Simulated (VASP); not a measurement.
Level of theory: LDA (Ceperley-Alder, Perdew-Zunger), VASP's LDA PAW potentials (set 64) (plane waves; VASP 6.6.1).

VASP ran on this input.

**INCAR**
```
# general
SYSTEM   =  GeO2
PREC     =  Accurate
ENCUT    =  520   # plane-wave cut-off (eV)
LREAL    =  .FALSE.   # projection in real space or not
LASPH    =  .TRUE.   # aspherical one-centre terms

# electronic loop
EDIFF    =  1E-7
NELM     =  100
ALGO     =  Normal   # blocked Davidson
LMAXMIX  =  4   # l cut-off of mixed one-centre charges

# smearing
ISMEAR   =  -5

# ions
ISIF     =  2   # forces and stress, cell fixed

# output
LWAVE    =  .FALSE.
LCHARG   =  .TRUE.
LORBIT   =  11
NEDOS    =  601

# other
LEFG     =  .TRUE.
```

File POSCAR:
```
GeO2
1
    4.3882191033     0.0000000000     0.0000000000
   -0.0000000000     4.3882191033     0.0000000000
    0.0000000000     0.0000000000     2.8722068911
Ge O
2 4
Direct
  0.0000000000   0.0000000000   0.0000000000
  0.5000000000   0.5000000000   0.5000000000
  0.3057535521   0.3057535521   0.0000000000
  0.8057535521   0.1942464479   0.5000000000
  0.1942464479   0.8057535521   0.5000000000
  0.6942464479   0.6942464479   0.0000000000
```

**KPOINTS**
```
Automatic mesh
0
Gamma
6 6 9
0 0 0
```

POTCAR, in this order: Ge_d O (LDA.64 set). Program: vasp_std.

What VASP printed:

**OSZICAR**
```
       N       E                     dE             d eps       ncg     rms          rms(c)
DAV:   1     0.583142606860E+03    0.58314E+03   -0.26624E+04  4066   0.443E+03
DAV:   2     0.454079588975E+02   -0.53773E+03   -0.51896E+03  3375   0.952E+02
DAV:   3    -0.443486506571E+02   -0.89757E+02   -0.89064E+02  3583   0.230E+02
DAV:   4    -0.491750067857E+02   -0.48264E+01   -0.48107E+01  3619   0.627E+01
DAV:   5    -0.492934385346E+02   -0.11843E+00   -0.11838E+00  3707   0.973E+00    0.145E+01
DAV:   6    -0.439699083794E+02    0.53235E+01   -0.18937E+01  4992   0.825E+01    0.478E+00
DAV:   7    -0.439408402971E+02    0.29068E-01   -0.14519E+00  3555   0.752E+00    0.272E+00
DAV:   8    -0.438692493479E+02    0.71591E-01   -0.16823E-01  4537   0.550E+00    0.514E-01
DAV:   9    -0.438618800543E+02    0.73693E-02   -0.34817E-02  4924   0.303E+00    0.142E-01
DAV:  10    -0.438619222545E+02   -0.42200E-04   -0.20326E-03  4151   0.390E-01    0.611E-02
DAV:  11    -0.438619202683E+02    0.19862E-05   -0.71470E-05  4026   0.136E-01    0.239E-02
DAV:  12    -0.438619159334E+02    0.43350E-05   -0.14270E-05  4397   0.913E-02    0.660E-03
DAV:  13    -0.438619158680E+02    0.65349E-07   -0.46206E-06  4858   0.219E-02    0.202E-03
DAV:  14    -0.438619158154E+02    0.52607E-07   -0.27002E-07  2931   0.946E-03
   1 F= -.43861916E+02 E0= -.43861916E+02  d E =0.000000E+00
```

OUTCAR:
```
------------------------ aborting loop because EDIFF is reached ----------------------------------------
  FORCE on cell =-STRESS in cart. coord.  units (eV):
  Direction    XX          YY          ZZ          XY          YZ          ZX
  --------------------------------------------------------------------------------------
  Total       -0.0775481     -0.0775481      0.0394885      0.0000000      0.0000000      0.0000000
  in kB       -2.2464125     -2.2464125      1.1439024      0.0000000      0.0000000      0.0000000
  external PRESSURE =      -1.1163076 kB  Pullay stress =       0.0000000 kB
  volume of cell :       55.31
      direct lattice vectors                 reciprocal lattice vectors
     4.388219103  0.000000000  0.000000000     0.227882878  0.000000000  0.000000000
     0.000000000  4.388219103  0.000000000     0.000000000  0.227882878  0.000000000
     0.000000000  0.000000000  2.872206891     0.000000000  0.000000000  0.348164334
 POSITION                                       TOTAL-FORCE (eV/Angst)
 -----------------------------------------------------------------------------------
      0.00000      0.00000      0.00000         0.000000      0.000000      0.000000
      2.19411      2.19411      1.43610         0.000000      0.000000      0.000000
      1.34171      1.34171      0.00000        -0.004827     -0.004827     -0.000000
      3.53582      0.85240      1.43610        -0.004827      0.004827      0.000000
      0.85240      3.53582      1.43610         0.004827     -0.004827     -0.000000
      3.04651      3.04651      0.00000         0.004827      0.004827      0.000000
 -----------------------------------------------------------------------------------
    total drift:                               -0.000000      0.000000     -0.000000
  FREE ENERGIE OF THE ION-ELECTRON SYSTEM (eV)
  ---------------------------------------------------
  free  energy   TOTEN  =       -43.8619158154 eV

  energy  without entropy=      -43.8619158154  energy(sigma->0) =      -43.86191582

 total charge

# of ion       s       p       d       tot
------------------------------------------
    1        0.912   1.189  10.473  12.573
    2        0.912   1.189  10.473  12.573
    3        1.547   3.549   0.000   5.096
    4        1.547   3.549   0.000   5.096
    5        1.547   3.549   0.000   5.096
    6        1.547   3.549   0.000   5.096
--------------------------------------------------
tot          8.011  16.574  20.946  45.530

 Electric field gradients after diagonalization (V/A^2)
 (convention: |V_zz| > |V_xx| > |V_yy|)
----------------------------------------------------------------------
 ion       V_xx      V_yy      V_zz     asymmetry (V_yy - V_xx)/ V_zz
----------------------------------------------------------------------
   1      22.556    11.433   -33.989       0.327
   2      22.556    11.433   -33.989       0.327
   3      69.112    58.705  -127.817       0.081
   4      69.112    58.705  -127.817       0.081
   5      69.112    58.705  -127.817       0.081
   6      69.112    58.705  -127.817       0.081
```
(Selected blocks of OUTCAR.)

The compound is GeO2 in the rutile structure. It was relaxed first.
